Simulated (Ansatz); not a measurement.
Level of theory: Ansatz 0.2.0, DFT PBE, scalar-relativistic, plane waves, PAW. Settings: cutoff 420 eV, Γ-centred meshes spaced at most about 0.3 Å⁻¹, and about 0.25 Å⁻¹ or finer for metals (2π included), Gaussian smearing. No spin polarisation.

All energies are static (0 K, no zero-point motion).

Two relaxed structures of Sb2Se5:

A.

```yaml
crystal:
  lattice:
    - [2.09126, 1.20739, 12.82037]
    - [-2.09126, 1.20739, 12.82037]
    - [0.00000, -2.41478, 12.82037]
  atoms:
    - { symbol: Sb, position: [0.24859, 0.24859, 0.24859] }
    - { symbol: Sb, position: [0.75141, 0.75141, 0.75141] }
    - { symbol: Se, position: [0.62714, 0.62714, 0.62714] }
    - { symbol: Se, position: [0.12246, 0.12246, 0.12246] }
    - { symbol: Se, position: [0.37286, 0.37286, 0.37286] }
    - { symbol: Se, position: [0.87754, 0.87754, 0.87754] }
    - { symbol: Se, position: [0.00000, 0.00000, 0.00000] }
```

B.

```yaml
crystal:
  lattice:
    - [3.97743, 0.00000, 0.00000]
    - [-1.98872, 3.44456, 0.00000]
    - [0.00000, 0.00000, 15.80885]
  atoms:
    - { symbol: Sb, position: [0.66667, 0.33333, 0.87755] }
    - { symbol: Sb, position: [0.33333, 0.66667, 0.12245] }
    - { symbol: Se, position: [0.00000, 0.00000, 0.43079] }
    - { symbol: Se, position: [0.00000, 0.00000, 0.56921] }
    - { symbol: Se, position: [0.33333, 0.66667, 0.77650] }
    - { symbol: Se, position: [0.66667, 0.33333, 0.22350] }
    - { symbol: Se, position: [0.00000, 0.00000, 0.00000] }
```

**Question.** Which form is favoured at zero pressure, and by what margin per atom?

**Answer.** B is lower, by 46 meV/atom. A has space group R-3m (No. 166), 27.7 Å³/atom and no gap on its mesh; B has space group P-3m1 (No. 164), 30.9 Å³/atom and no gap. Counting Se atoms around Sb (those within 1.25 times the shortest such distance or 1.15 times the sum of covalent radii), A and B both have Sb 6. B holds Se–Se pairs (shortest 2.19 Å); in A the shortest Se–Se distance is 2.85 Å, near bonding range too. Both come from invented guesses. The lowest form computed isn't among them: it has space group C2/m (No. 12), 38.1 Å³/atom and lies 55 meV/atom below the best shown.

No dispersion correction is applied, so the spacing and binding between layers, chains or molecules are poorly described (R-3m, P-3m1), and this can change margins and order among such cells. Spin–orbit coupling, which can matter for Sb, is left out. Cells relaxed within their symmetry can be saddle points. Some structure types and database cells were kept out of the candidates from the start, so a known form may be missing.
